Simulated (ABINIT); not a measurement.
Input of an ABINIT 10.8.3 (patched build) run:

The input run.abi:

```
# Datasets: one volume each
ndtset 7
getwfk -1
scalecart1 3*0.9795861087
scalecart2 3*0.9864848297
scalecart3 3*0.9932883884
scalecart4 3*1.0000000000
scalecart5 3*1.0066227096
scalecart6 3*1.0131594038
scalecart7 3*1.0196128224

# Pseudopotentials
pp_dirpath "./"
pseudos "Cu.GGA_PBE-JTH.xml"

# Structure
acell 4.8305009387 4.8305009387 4.8305009387
rprim
     0.0000000000     0.7071067812     0.7071067812
     0.7071067812     0.0000000000     0.7071067812
     0.7071067812     0.7071067812     0.0000000000
ntypat 1
znucl 29
natom 1
typat 1
xred
     0.0000000000     0.0000000000     0.0000000000

# Plane-wave basis
ecut 408.170794 eV
pawecutdg 30.0

# k points
kptopt 1
ngkpt 13 13 13
nshiftk 1
shiftk 0.0 0.0 0.0

# Exchange and correlation
ixc 11

# Bands and occupations
nband 14
occopt 3
tsmear 0.00183747

# SCF cycle
nstep 100
tolvrs 1.0e-9

# Output
iomode 3
prtwf 1
prtden 0
prteig 0
prtebands 0
```

Potentials or basis: JTH PAW PBE v2.0.

Launch:

```console
$ abinit run.abi > log 2>&1
```

Q: What does it give for the bulk modulus?

A: 136 GPa.

Q: Estimate the equilibrium volume.

A: 11.96 Å³/atom.

Q: Estimate the pressure derivative of the bulk modulus.

A: 4.5 (rough: it moves with the points fitted).

Energy against volume, from the lowest point:
| volume (Å³/atom) | energy (meV/atom) |
| --- | --- |
| 11.102 | 29.23 |
| 11.338 | 14.52 |
| 11.574 | 4.98 |
| 11.810 | 0.43 |
| 12.047 | 0.00 |
| 12.283 | 2.99 |
| 12.519 | 9.96 |

Caveat: the cutoff is too short for stress, so the log's stress isn't used; pressures at fixed basis lie under the slope of the energies. PBE usually gives volumes a little too large and moduli too small.
